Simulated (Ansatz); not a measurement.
# Mo: the cost of one run

Method: DFT r2SCAN, scalar-relativistic, plane waves, PAW, in Ansatz 0.2.0.

## (1) The system as given

Symmetry: Cmce, No. 64, orthorhombic system. Conventional cell: a = 4.290 Å, b = 7.270 Å, c = 4.295 Å, α = 90.00°, β = 90.00°, γ = 90.00°. Mo (site symmetry m) is surrounded by 7 Mo at 2.32 to 2.66 Å.

As a file:

```
Mo
1.0
     2.14476   -3.63497    0.00000
     2.14476    3.63497    0.00000
     0.00000    0.00000    4.29522
Mo
4
Cartesian
  2.1448 2.5263 0.3372
  2.1448 -1.1087 1.8104
  2.1448 -2.5263 3.9580
  2.1448 1.1087 2.4848
```

(A quick probe on a coarse mesh, which set the mesh and smearing, is not shown.)

## (3) Coarse relaxation

input.yaml reads:

```yaml
crystal:
  lattice:
    - [2.1447590161, -3.6349687911, 0.0]
    - [2.1447590161, 3.6349687911, 0.0]
    - [0.0, 0.0, 4.2952238224]
  atoms:
    - { symbol: Mo, position: [0.1525, 0.8475, 0.0785] }
    - { symbol: Mo, position: [0.6525, 0.3475, 0.4215] }
    - { symbol: Mo, position: [0.8475, 0.1525, 0.9215] }
    - { symbol: Mo, position: [0.3475, 0.6525, 0.5785] }
basis:
  ecutwfc: 500
kpoints:
  mp_grid: { grid: [6, 6, 4] }
hamiltonian:
  xc: r2scan
scf:
  occupations: { method: gaussian, width: 0.1 }
  lower_state_search: "off"
output:
  forces: true
  stress: true
  eigenvalues: true
relax:
  adjacent_minimum: "off"
  f_tol: 0.04
  max_steps: 70
  cell: { stress_tol: 0.4 }
```

What time and memory should one allow on 1 thread of an Arm CPU, shared host?

About 2.4 min, with a peak of 0.54 GiB.
